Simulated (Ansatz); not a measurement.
Re:

```xyz
2
Lattice="2.7608 0.0000 0.0000 -1.3804 2.3909 0.0000 0.0000 0.0000 4.4582" Properties=species:S:1:pos:R:3 pbc="T T T"
Re    1.3804    0.7970    3.3436
Re    0.0000    1.5939    1.1145
```

Program: Ansatz 0.2.0. Alike in all runs: task band structure; potentials or basis Ansatz PAW; no spin polarisation; cell as given; k mesh 6 × 6 × 4; smearing fermi-dirac 0.05 eV; the mesh is coarse, so values aren't converged.

Question: Order these runs on this cell by their pressure, lowest first.
A. level r2SCAN; cutoff (eV) 500
B. level revPBE; cutoff (eV) 420
C. level PBEsol; cutoff (eV) 420
D. level BLYP; cutoff (eV) 420
E. level LDA; cutoff (eV) 420

Answer: E (-9.4 GPa), C (-3.7 GPa), A (-0.1 GPa), B (9.3 GPa), D (20.5 GPa).

Caveats: all runs use coarse meshes; the PAW data sets come from PBE, with cores solved anew for the run's functional, which leaves a small shift of forces and pressure.

Runs at the PBE level aren't shown here.
